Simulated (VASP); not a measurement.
# Al (Im-3m) in VASP: notebook, part 2 of 2

VASP 6.6.1. The steps go on from the part before.

## 4. Single point, PBE (strain -0.015 along x and y, -0.030 along z, atoms carried along)

The input, INCAR:

```
SYSTEM = Al
PREC     = Accurate       ! precision mode
ENCUT    = 520            ! plane-wave cutoff, eV
EDIFF    = 1E-7           ! SCF threshold, eV
ISMEAR   = 0              ! smearing method
SIGMA    = 0.15           ! smearing width, eV
LREAL    = .FALSE.        ! projectors in reciprocal space
LASPH    = .TRUE.         ! aspherical terms in the spheres
NELM     = 80             ! most SCF steps
ALGO     = Fast           ! electronic algorithm
ISIF     = 2              ! what is computed and relaxed
LWAVE    = .FALSE.        ! write WAVECAR
LCHARG   = .FALSE.        ! write CHGCAR
GGA      = PE             ! functional
NBANDS   = 8              ! bands
```

The input, KPOINTS:

```
regular mesh
0
G
  20 20 20
  0 0 0
```

The input, POSCAR:

```
Al
1.0
   -1.5673504096      1.5673504096      1.5434821293
    1.5673504096     -1.5673504096      1.5434821293
    1.5673504096      1.5673504096     -1.5434821293
Al
1
Direct
    0.0000000000      0.0000000000      0.0000000000
```

Potentials or basis: VASP PAW PBE potentials, release 64 (Al).

Command:

```bash
$ cat potpaw_PBE.64/Al/POTCAR > POTCAR
$ mpirun -np 1 vasp_std > vasp.out
```

OUTCAR:

```text
SYSTEM = Al
   PREC = Accurate
   ENCUT = 520
   EDIFF = 1E-7
   ISMEAR = 0
   LREAL = .FALSE.
   LASPH = .TRUE.
   NELM = 80
   ISIF = 2
   GGA = PE

 ion  position               nearest neighbor table
   1  0.000  0.000  0.000-

  LATTYP: Found a body centered tetragonal cell.
 ALAT       =     3.1347008192
 C/A-ratio  =     0.9847715736

  Lattice vectors:

 A1 = (  -1.5673504096,   1.5673504096,   1.5434821293)
 A2 = (   1.5673504096,  -1.5673504096,   1.5434821293)
 A3 = (   1.5673504096,   1.5673504096,  -1.5434821293)

Analysis of symmetry for initial positions (statically):
=====================================================================
 Subroutine PRICEL returns:
 Original cell was already a primitive cell.

 Routine SETGRP: Setting up the symmetry group for a
 body centered tetragonal supercell.

 Subroutine GETGRP returns: Found 16 space group operations
 (whereof 16 operations were pure point group operations)
 out of a pool of 16 trial point group operations.

The static configuration has the point symmetry D_4h.

Analysis of symmetry for dynamics (positions and initial velocities):
=====================================================================
[... 163 lines left out ...]
 Fermi energy:         8.9225264798

 k-point     1 :       0.0000    0.0000    0.0000
  band No.  band energies     occupation
      1      -2.8171      2.00000
      2      22.4555      0.00000
      3      22.8394      0.00000
      4      22.8394      0.00000
      5      24.8301      0.00000
      6      24.8301      0.00000
      7      25.0294      0.00000
      8      25.6676      0.00000
[... 243 lines left out ...]
 k-point    24 :      -0.3500    0.0500   -0.0000
  band No.  band energies     occupation
      1       0.4239      2.00000
      2      10.6157      0.00000
      3      16.9626      0.00000
      4      18.5098      0.00000
      5      20.6132      0.00000
      6      22.5459      0.00000
      7      27.9275      0.00000
      8      29.7701      0.00000

 [... further k-points ...]

------------------------ aborting loop because EDIFF is reached ----------------------------------------

  FORCE on cell =-STRESS in cart. coord.  units (eV):
  Direction    XX          YY          ZZ          XY          YZ          ZX
  --------------------------------------------------------------------------------------
  -------------------------------------------------------------------------------------
  Total        0.9397825      0.9397825      0.8431191      0.0000000      0.0000000      0.0000000
  in kB       99.2759711     99.2759711     89.0647179      0.0000000      0.0000000      0.0000000
  external PRESSURE =      95.8722201 kB  Pullay stress =       0.0000000 kB

 VOLUME and BASIS-vectors are now :
 -----------------------------------------------------------------------------
  energy-cutoff  :      520.00
  volume of cell :       15.17
      direct lattice vectors                 reciprocal lattice vectors
    -1.567350410  1.567350410  1.543482129     0.000000000  0.319009710  0.323942850
     1.567350410 -1.567350410  1.543482129     0.319009710  0.000000000  0.323942850
     1.567350410  1.567350410 -1.543482129     0.319009710  0.319009710  0.000000000

 POSITION                                       TOTAL-FORCE (eV/Angst)
 -----------------------------------------------------------------------------------
      0.00000      0.00000      0.00000         0.000000     -0.000000      0.000000
 -----------------------------------------------------------------------------------
    total drift:                                0.000000     -0.000000      0.000000

  FREE ENERGIE OF THE ION-ELECTRON SYSTEM (eV)
  ---------------------------------------------------
  free  energy   TOTEN  =        -3.6046029665 eV

  energy  without entropy=       -3.5993855523  energy(sigma->0) =       -3.60199426
```

OSZICAR:

```text
N       E                     dE             d eps       ncg     rms          rms(c)
DAV:   1    -0.212577830901E+01   -0.21258E+01   -0.89755E+02 10272   0.208E+02
DAV:   2    -0.362435877875E+01   -0.14986E+01   -0.14535E+01 14264   0.195E+01
DAV:   3    -0.363173386992E+01   -0.73751E-02   -0.73718E-02 12664   0.151E+00
DAV:   4    -0.363175308567E+01   -0.19216E-04   -0.19215E-04 15008   0.679E-02
DAV:   5    -0.363175315497E+01   -0.69305E-07   -0.69203E-07 12960   0.265E-03    0.140E+00
RMM:   6    -0.361573057896E+01    0.16023E-01   -0.10622E-03 10257   0.177E-01    0.817E-01
RMM:   7    -0.360458355073E+01    0.11147E-01   -0.34591E-03 12218   0.305E-01    0.127E-01
RMM:   8    -0.360460155715E+01   -0.18006E-04   -0.19081E-04 11302   0.859E-02    0.203E-02
RMM:   9    -0.360460413949E+01   -0.25823E-05   -0.24535E-05 11537   0.308E-02    0.145E-02
RMM:  10    -0.360460519918E+01   -0.10597E-05   -0.43616E-06 11918   0.133E-02    0.371E-02
RMM:  11    -0.360460319642E+01    0.20028E-05   -0.82623E-07 11534   0.461E-03    0.171E-02
RMM:  12    -0.360460297022E+01    0.22620E-06   -0.23073E-07 10523   0.276E-03    0.805E-03
RMM:  13    -0.360460296646E+01    0.37643E-08   -0.43753E-08  7988   0.114E-03
   1 F= -.36046030E+01 E0= -.36019943E+01  d E =-.521741E-02
```

stdout:

```text
POSCAR found type information on POSCAR Al
 POSCAR found :  1 types and       1 ions
 scaLAPACK will be used
 LDA part: xc-table for (Slater+PW92), standard interpolation
 POSCAR, INCAR and KPOINTS ok, starting setup
 FFT: planning ... GRIDC
 FFT: planning ... GRID_SOFT
 FFT: planning ... GRID
 WAVECAR not read
 entering main loop
```

It took 52 s on 1 thread of AMD EPYC 7R13 (Zen 3), shared host; peak memory 0.14 GiB.

What came out:

- Free energy: -3.6046 eV
- Pressure: 9.6 GPa
- Band gap on the k mesh: none (metal or under the smearing width)

Stress tensor (GPa, compression positive):
```
9.93 0.00 0.00
0.00 9.93 0.00
0.00 0.00 8.91
```

Levels at points of the mesh, in eV from the Fermi level:
```csv
k point,band 1,band 2,band 3,band 4,band 5,band 6
"(0.00, 0.00, 0.00)",-11.74,13.53,13.92,13.92,15.91,15.91
"(0.50, 0.00, 0.00)",-4.62,-3.92,8.35,8.72,10.44,12.11
"(0.50, 0.50, 0.00)",-4.70,-4.07,8.70,9.04,10.84,12.26
"(0.50, 0.50, 0.50)",1.86,1.86,2.32,2.75,2.91,6.64
```

## 5. The runs side by side

```csv
cell,gap on the mesh (eV),pressure (GPa)
"strain +0.015 along x and y, +0.015 along z, atoms carried along",none,0.3
"strain +0.030 along x and y, +0.030 along z, atoms carried along",none,-2.5
"strain -0.015 along x and y, -0.030 along z, atoms carried along",none,9.6
```

Alike in all rows: task single point; level PBE; potentials or basis VASP PAW PBE potentials, release 64 (Al); no spin polarisation; k mesh 20 × 20 × 20; cutoff (eV) 520; smearing gaussian 0.15 eV.

Total energies depend on the potentials used, so only differences within one code and one set of settings carry meaning.
